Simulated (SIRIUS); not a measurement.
CaF2 (Fluorite) in SIRIUS: convergence with k mesh

Crystal: CaF2 (Fluorite).

```
Ca F
1.0
     0.00000    2.73100    2.73100
     2.73100    0.00000    2.73100
     2.73100    2.73100    0.00000
Ca F
1 2
Cartesian
  0.0000 0.0000 0.0000
  4.0965 4.0965 4.0965
  1.3655 1.3655 1.3655
```

| Property | Result |
| --- | --- |
| Program | SIRIUS 7.10.0 |
| Task | single point |
| Functional | PBEsol |
| Potentials or basis | GBRV 1.5 PBEsol (ultrasoft) |
| Cutoff | 557 eV |
| Density cutoff | 5442 eV |
| k mesh | 2 × 2 × 2 |
| Occupations | gaussian, width 0.05 eV |
| Spin | no spin polarisation |

These are the settings of the first run; the series varies k mesh, with any setting tied to it.

Hardware: 1 thread of Arm Neoverse V1, with other jobs on the host.

```
      k mesh  energy less the tightest run, at zero smearing (meV/atom)  pressure (GPa)  gap on the mesh (eV)  SCF cycles  CPU time (s)  peak memory (GiB)
   2 × 2 × 2                                                      13.22           -1.73                 7.089          16           8.3               0.27
   3 × 3 × 3                                                       0.44           -2.16                 7.262          14           8.3               0.27
   4 × 4 × 4                                                      -0.02           -2.15                 7.103          16            10               0.28
   6 × 6 × 6                                                      -0.01           -2.15                 7.103          15            14               0.29
   7 × 7 × 7                                                       0.00           -2.16                 7.134          16            16                0.3
   8 × 8 × 8                                                       0.03           -2.16                 7.103          14            19               0.32
10 × 10 × 10                                                       0.00           -2.16                 7.103          14            27               0.36
12 × 12 × 12                                                       0.00           -2.16                 7.103          15            39               0.41
```

Against the tightest run, the energy stays within 1 meV/atom from 3 × 3 × 3 on; the pressure stays within 0.1 GPa from 3 × 3 × 3 on; the gap on the mesh stays within 0.01 eV from 8 × 8 × 8 on. Meshes of other sizes hit other points, so gaps and Fermi surfaces needn't settle smoothly. The tightest run that finished is the yardstick and may itself not be fully converged.
